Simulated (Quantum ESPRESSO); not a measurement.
## HfC: equation of state with r2SCAN

HfC:

```
Hf C
1.0
     0.00000    2.32500    2.32500
     2.32500    0.00000    2.32500
     2.32500    2.32500    0.00000
Hf C
1 1
Cartesian
  2.3250 2.3250 2.3250
  0.0000 0.0000 0.0000
```

- Program: Quantum ESPRESSO 7.5
- Task: equation of state
- Functional: r2SCAN
- Potentials or basis: SG15 PBE 1.2
- Cutoff: 1197 eV
- Density cutoff: 4789 eV
- k mesh: 8 × 8 × 8
- Occupations: fermi-dirac, width 0.05 eV
- Spin: no spin polarisation
- Symmetry: off
- Mixing beta: 0.5
- Most SCF iterations: 120
- SCF threshold: 1e-08 Ry

The equilibrium volume is 12.03 Å³/atom, the bulk modulus is 253 GPa and the pressure derivative of the bulk modulus is 3.9.

Energy against volume, from the lowest point:
```
volume (Å³/atom)  energy (meV/atom)
          11.814               3.13
          12.065               0.00
          12.317               5.05
          12.568              17.48
          12.819              36.56
          13.071              61.65
          13.322              92.20
```

All runs of the series together: 45 min on 2 threads of Arm Neoverse V2 (shared host).

Caveat: the potentials were made for another functional, which shifts forces and pressure. The run has no spin-orbit coupling, so splittings on Hf are missing.
